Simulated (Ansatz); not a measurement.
# Mg15ZnO16: the cost of one run

Method: DFT PBEsol, scalar-relativistic, plane waves, PAW, in Ansatz 0.2.0.

3 further runs of the same task are left out: 3 set aside as unsound or not needed.

## Step 1: The starting structure

The cell holds 32 atoms (Mg15O16Zn): a = 7.299 Å, b = 7.299 Å, c = 7.299 Å, α = 109.47°, β = 109.47°, γ = 109.47°.

The coordinates of this cell stand in the input of its own run.

The host was relaxed before at PBEsol: a = 4.214 Å, b = 4.214 Å, c = 4.214 Å, α = 90.00°, β = 90.00°, γ = 90.00° (conventional cell), 9.354 Å³/atom.

Places, in fractions of the supercell: Zn in place of Mg at (0.750, 0.250, 0.000). The start keeps the symmetry of the ideal site.

Earlier runs gave the host's free energy in this supercell, -39613.946 eV, its gap, 4.62 eV.

## Step 2: Charge 0, atoms relaxed

The input, input.yaml:

```yaml
crystal:
  lattice:
    - [4.2140464123, 4.2140464123, 4.2140464123]
    - [-4.2140464123, -4.2140464123, 4.2140464123]
    - [4.2140464123, -4.2140464123, -4.2140464123]
  atoms:
    - { symbol: Zn, position: [0.75, 0.25, 0.0] }
    - { symbol: Mg, position: [0.0, 0.0, 0.0] }
    - { symbol: Mg, position: [0.75, 0.5, 0.75] }
    - { symbol: Mg, position: [0.0, 0.25, 0.75] }
    - { symbol: Mg, position: [0.25, 0.0, 0.75] }
    - { symbol: Mg, position: [0.25, 0.75, 0.0] }
    - { symbol: Mg, position: [0.5, 0.5, 0.0] }
    - { symbol: Mg, position: [0.75, 0.0, 0.25] }
    - { symbol: Mg, position: [0.75, 0.75, 0.5] }
    - { symbol: Mg, position: [0.0, 0.5, 0.5] }
    - { symbol: Mg, position: [0.25, 0.25, 0.5] }
    - { symbol: Mg, position: [0.5, 0.0, 0.5] }
    - { symbol: Mg, position: [0.5, 0.75, 0.75] }
    - { symbol: Mg, position: [0.0, 0.75, 0.25] }
    - { symbol: Mg, position: [0.25, 0.5, 0.25] }
    - { symbol: Mg, position: [0.5, 0.25, 0.25] }
    - { symbol: O, position: [0.5, 0.25, 0.75] }
    - { symbol: O, position: [0.75, 0.0, 0.75] }
    - { symbol: O, position: [0.5, 0.5, 0.5] }
    - { symbol: O, position: [0.75, 0.25, 0.5] }
    - { symbol: O, position: [0.0, 0.0, 0.5] }
    - { symbol: O, position: [0.0, 0.75, 0.75] }
    - { symbol: O, position: [0.25, 0.5, 0.75] }
    - { symbol: O, position: [0.5, 0.0, 0.0] }
    - { symbol: O, position: [0.5, 0.75, 0.25] }
    - { symbol: O, position: [0.75, 0.5, 0.25] }
    - { symbol: O, position: [0.0, 0.25, 0.25] }
    - { symbol: O, position: [0.25, 0.0, 0.25] }
    - { symbol: O, position: [0.25, 0.75, 0.5] }
    - { symbol: O, position: [0.75, 0.75, 0.0] }
    - { symbol: O, position: [0.0, 0.5, 0.0] }
    - { symbol: O, position: [0.25, 0.25, 0.0] }
  host:
    lattice:
      - [0.0, 2.1070232062, 2.1070232062]
      - [2.1070232062, 0.0, 2.1070232062]
      - [2.1070232062, 2.1070232062, 0.0]
    atoms:
      - { symbol: Mg, position: [0.0, 0.0, 0.0] }
      - { symbol: O, position: [0.5, 0.5, 0.5] }
basis:
  ecutwfc: 420
  xc_grid: 2
kpoints:
  mp_grid: { grid: [2, 2, 2], shift: [0.5, 0.5, 0.5] }
hamiltonian:
  xc: pbesol
scf:
  occupations: { method: gaussian, width: 0.02 }
output:
  forces: true
  stress: false
  eigenvalues: true
  charged_corrections: { defect_position: [0.75, 0.25, 0.0] }
  write_density: true
  write_potential: true
  elf: true
  volumetric_format: npy
relax:
  adjacent_minimum: "off"
  f_tol: 0.03
  max_steps: 40
```

The run is started by

```bash
ansatz run input.yaml --threads 8 --pin off --max-ram 16384MiB --backend cpu --events-out ev --progress --plain --runs-dir out
```

**Question.** How long does this run take on 8 threads of Arm Neoverse V1, shared host, and how much memory does it need?

About 6.2 s, with a peak of 0.8 GiB.
